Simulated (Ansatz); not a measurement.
The following input was run with Ansatz 0.2.0.

```yaml
crystal:
  lattice:
    - [8.0601468099, 0.0, 0.0]
    - [-4.0300734049, 6.9802918956, 0.0]
    - [0.0, 0.0, 25.681676445]
  atoms:
    - { symbol: F, position: [0.5324849345, 0.2034120797, 0.695055909] }
    - { symbol: "N", position: [0.6361253782, 0.36750023, 0.6645120658] }
    - { symbol: F, position: [0.529133896, 0.459883469, 0.6706495498] }
    - { symbol: F, position: [0.7950869914, 0.4788584046, 0.6960124701] }
basis:
  ecutwfc: 420
kpoints:
  mp_grid: { grid: [3, 3, 1] }
hamiltonian:
  xc: pbe
  dispersion: d3bj
scf:
  occupations: { method: gaussian, width: 0.1 }
output:
  forces: true
  eigenvalues: true
  write_density: true
  volumetric_format: npy
efield:
  axis: 3
  dipole_correction: true
  ramp_width: 0.04
```

Launched with
```bash
ansatz run input.yaml --threads 4 --pin off --max-ram 10240MiB --backend cpu --events-out ev --progress --plain --runs-dir out
```

The calculation used Ansatz 0.2.0, DFT PBE+D3(BJ), scalar-relativistic, plane waves, PAW.

From the run's log, abridged (final results; tables in files aren't shown):

```
SCF 1 converged in 7 iterations: F = -2802.774301 eV  dr2 = 3.84e-8
SCF converged after 7 iterations
Free energy (F): -2802.774301 eV
Harris-Foulkes:  -2802.774301 eV  (|F-HF|=1.95e-9)
Internal energy: -2802.774301 eV  (E = F + TS)
E sigma→0 (E₀):  -2802.774301 eV
Fermi energy:    -5.103041 eV
Dipole field:    D = -0.005099 V/Å  (p = -0.040716 e·Å, saw-weighted, corrected)
Work function:   Φ+ = 5.4336 eV   Φ− = 5.3026 eV
Levels:          The Fermi level and band energies are counted from a zero that moves with the ramp; work functions are not
--- Per-component energies (eV) ---
  E_band       = -447.600459
  E_kinetic    = 735.282185
  E_local      = -8494.324006  (includes V_loc(G=0)·N_el)
  E_nonlocal   = 265.704224
  E_hartree    = 3817.349723
  E_xc         = -294.414881
  E_vxc        = -376.489779  (∫ρ·V_xc dr)
  E_paw        = -724.704249  (= ΣΔE_a)
  E_vpaw       = -212.490177  (= ΣTr[D̂ρ^β])
  E_aug_tail   = 0.006135  (compensation charges beyond the density's cutoff)
  E_efield     = 0.000104  (sawtooth field / dipole correction)
  E_vefield    = 0.009082  (∫n·V_field dr)
  E_ewald      = 1892.358556
  E_disp       = -0.032093  (pairwise vdW)
  E_smearing   =  0.000000  (= −TS)
--- Forces (eV/Å), atoms counted from 1 ---
  atom   1  F     -0.00049477     0.01639271    -0.00407828
  atom   2  N     -0.04729159     0.00104705    -0.00833098
  atom   3  F      0.03834670    -0.02411477    -0.00099812
  atom   4  F      0.00928750     0.00675097     0.01352410
--- Band table (eV; the first three rows and the last of 5) ---
  k-point 0: bands = ["-34.0886", "-30.9805", "-30.9439", "-20.5471", "-15.4817", "-15.4658", "-13.8002", "-11.5328", "-11.5254", "-10.4514", "-10.4376", "-10.0312", "-8.5134", "-1.6961", "-1.4398", "-1.3972", "-0.3523"]
  k-point 1: bands = ["-34.0886", "-30.9805", "-30.9439", "-20.5470", "-15.4817", "-15.4657", "-13.8000", "-11.5328", "-11.5253", "-10.4523", "-10.4379", "-10.0315", "-8.5132", "-1.6671", "-1.4519", "-1.4089", "0.0013"]
  k-point 2: bands = ["-34.0886", "-30.9805", "-30.9439", "-20.5470", "-15.4817", "-15.4656", "-13.8000", "-11.5327", "-11.5254", "-10.4525", "-10.4377", "-10.0315", "-8.5132", "-1.6702", "-1.4414", "-1.4186", "0.0015"]
  k-point 4: bands = ["-34.0886", "-30.9805", "-30.9439", "-20.5470", "-15.4816", "-15.4658", "-13.8001", "-11.5330", "-11.5251", "-10.4517", "-10.4382", "-10.0314", "-8.5133", "-1.6715", "-1.4670", "-1.3955", "0.0001"]
```

Self-consistency was reached.

Time: 4.5 s on 4 threads of Arm Neoverse V1 (shared host), peak memory 1.3 GiB.